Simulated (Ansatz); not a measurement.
A crystal relaxed with r2SCAN in the plane-wave code Ansatz has space group Fm-3m (No. 225) and a = 5.921 Å.

```json
{"atom": "Xx", "site": "4a", "x": "0.0000", "y": "0.0000", "z": "0.0000"}
{"atom": "F", "site": "8c", "x": "0.2500", "y": "0.7500", "z": "0.7500"}
```

With r2SCAN the valence top lies at W and the conduction bottom at X, 4.93 eV higher; the smallest vertical gap, at X, is 5.07 eV. HSE06 gives an indirect gap of 5.73 eV, from W to X; the least direct gap is 5.86 eV at X. With PBE the valence top lies at W and the conduction bottom at X, 4.42 eV higher; the smallest vertical gap, at X, is 4.56 eV. Meshes: r2SCAN 8×8×8, HSE06 6×6×6, PBE 8×8×8. r2SCAN's ε∞ is 3.2 in all directions.

Problem. Which element is Xx?
A. Pb
B. C
C. Si
D. Ge

Solution. A. Xx is Pb: PbF₂ (fluorite). Pb is surrounded by 8 F at 2.56 Å; F is surrounded by 4 Pb at 2.56 Å.

Spin-unpolarised throughout; all numbers are computed.

Spin-orbit coupling is left out; in compounds of Pb, Bi, Tl or Hg it can lower a gap by up to about 1 eV, split its edges or invert the bands.

The meshes of the hybrids are coarse, so their gaps aren't converged to the digits shown.
